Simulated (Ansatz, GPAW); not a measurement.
This is a calculation of ZrC for Ansatz 0.2.0. Atoms were shifted at random by some hundredths of an Å from the given cell, which wasn't relaxed again for these runs. 

The input input.yaml:

```yaml
crystal:
  lattice:
    - [0.0, 2.365, 2.365]
    - [2.365, 0.0, 2.365]
    - [2.365, 2.365, 0.0]
  atoms:
    - { symbol: Zr, position: [0.490141, 0.495912, 0.506416] }
    - { symbol: C, position: [-0.010939, -0.004722, 0.021578] }
hamiltonian:
  xc: pbe
  pseudopotentials: { kind: paw, azcp: { folder: soft_1 } }
kpoints:
  mp_grid: { grid: [10, 10, 10] }
scf:
  occupations: { method: fermi_dirac, width: 0.05 }
output:
  forces: true
  stress: true
  eigenvalues: true
```

Potentials or basis: Ansatz PAW soft_1.

The run is started by

```sh
$ ansatz run input.yaml --threads 1 --pin off --max-ram 3584MiB --backend cpu --events-out ev --progress --plain --runs-dir out
```

Q: What does the same run look like in GPAW 26.7.0 (ASE script)? Potentials or basis there: GPAW PAW data sets (gpaw-data 1.2.1), cutoff 800 eV.

A: As run (cutoffs and basis follow the program's own potentials, and thresholds, step limits or extra output files can differ):

File run.py:

```python
from ase.dft.bandgap import bandgap
from ase.io import read, write
from ase.units import GPa
from gpaw import GPAW, PW

atoms = read('ZrC.xyz')

calc = GPAW(mode=PW(800),
            xc='PBE',
            kpts={'size': (10, 10, 10), 'gamma': True},
            occupations={'name': 'fermi-dirac', 'width': 0.05},
            nbands=18,
            convergence={'density': 1e-05, 'energy': 1e-05},
            maxiter=150,
            txt='gpaw.txt')
atoms.calc = calc
energy = atoms.get_potential_energy()
forces = atoms.get_forces()
stress = atoms.get_stress()
calc.write('gs.gpw')
write('result.traj', atoms)
print(f'Energy: {energy:.6f} eV')
print('Forces (eV/A):')
print(forces.round(4))
print('Stress (GPa):', (stress / GPa).round(3))
print('Fermi level:', round(calc.get_fermi_level(), 4), 'eV')
print(f'Gap: {bandgap(calc)[0]:.4f} eV, direct: {bandgap(calc, direct=True)[0]:.4f} eV')
```

File ZrC.xyz:

```xyz
2
Lattice="0.0000000000 2.3650000000 2.3650000000 2.3650000000 0.0000000000 2.3650000000 2.3650000000 2.3650000000 0.0000000000" Properties=species:S:1:pos:R:3 pbc="T T T"
Zr     2.3705057200      2.3568573050      2.3320153450
C      0.0398644400      0.0251612350     -0.0370382650
```

Potentials or basis: GPAW PAW data sets (gpaw-data 1.2.1), pw.

Run with:

```bash
$ OMP_NUM_THREADS=1 python run.py
```

Both were run:

|  | Ansatz | GPAW |
| --- | --- | --- |
| Pressure | -2.7 GPa | -3.7 GPa |
| Largest force | 0.308 eV/Å | 0.305 eV/Å |
| Energy over the undisturbed cell | 3.9 meV/atom | 3.8 meV/atom |

Ansatz's pressure holds a Pulay term of +0.11 GPa for its cutoff of 420 eV, which the other run lacks.

Where Ansatz's input types no cutoff or centring, it takes its own default and a Γ-centred mesh.

Pressure is positive in compression.
